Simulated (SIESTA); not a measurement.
# TiO2 under changes of volume

One of the cells (11.981 Å³/atom); the others are scaled copies at fixed shape and fractional positions:

```xyz
12
Lattice="6.1123 -1.8708 0.0000 6.1123 1.8708 0.0000 -1.9154 0.0000 6.2865" Properties=species:S:1:pos:R:3 pbc="T T T"
Ti   10.4483    0.0000    1.8206
Ti    1.8438    0.0000    1.7839
Ti   -0.1391    0.0000    4.4659
Ti    8.4654    0.0000    4.5026
O     3.8625    0.0000    1.8444
O     1.9712    0.0000    4.1019
O     8.6946    0.0000    6.2569
O     8.3379    0.0000    2.1846
O    10.3045    0.0000    3.9606
O     1.6145    0.0000    0.0296
O     6.4467    0.0000    4.4421
O     0.0047    0.0000    2.3259
```

The cell comes from a database or a generator and needn't be the stable form of this composition.

```yaml
Program: SIESTA 5.4.2
Functional: RGE2
Potentials_or_basis: PseudoDojo 0.4 standard (PBE files)
Basis: DZP (energy shift 0.002 Ry)
Grid_cutoff: 800 Ry
Energy_shift: 0.002 Ry
k_mesh: 6 × 6 × 3
Occupations: fermi-dirac, width 0.05 eV
Spin: no spin polarisation
```

```csv
volume (Å³/atom),energy over the lowest point (meV/atom),pressure (GPa),gap on the mesh (eV),largest force (eV/Å)
11.492,?,?,?,?
11.737,5.76,6.0,2.75,0.185
11.981,0.00,1.6,2.68,0.145
12.226,0.68,-2.4,2.61,0.156
12.470,7.13,-6.0,2.55,0.271
```

Task: What does the run at 11.492 Å³/atom give?

Result: Energy over the lowest point 18.67 meV/atom; pressure 11.0 GPa; gap on the mesh 2.82 eV; largest force 0.264 eV/Å.

Worked out: A Birch-Murnaghan fit of order 2 (a polynomial in V^(-2/3)) to the other rows has its minimum at 12.08 Å³/atom with B0 = V·E''(V) = 200 GPa at fixed shape and positions, which overstates the stiffness. It gives 18.66 meV/atom at 11.492 Å³/atom, against the run's 18.67, and -dE/dV = 10.9 GPa, against 11.0. A straight line through the other rows of the gap, of slope -3.32 eV per unit of ln V, extrapolates to 2.82 eV, against the run's 2.82.

Energies are extrapolated to zero smearing.

Caveats: semicore shells carry a single zeta, which can move pressures by several GPa and volumes by a few percent; the potentials were made for another functional, which shifts forces and pressure; an odd mesh through Γ misses points on the zone boundary, where band edges often lie; the basis of atomic orbitals isn't converged, which shifts pressures, moduli and gaps.
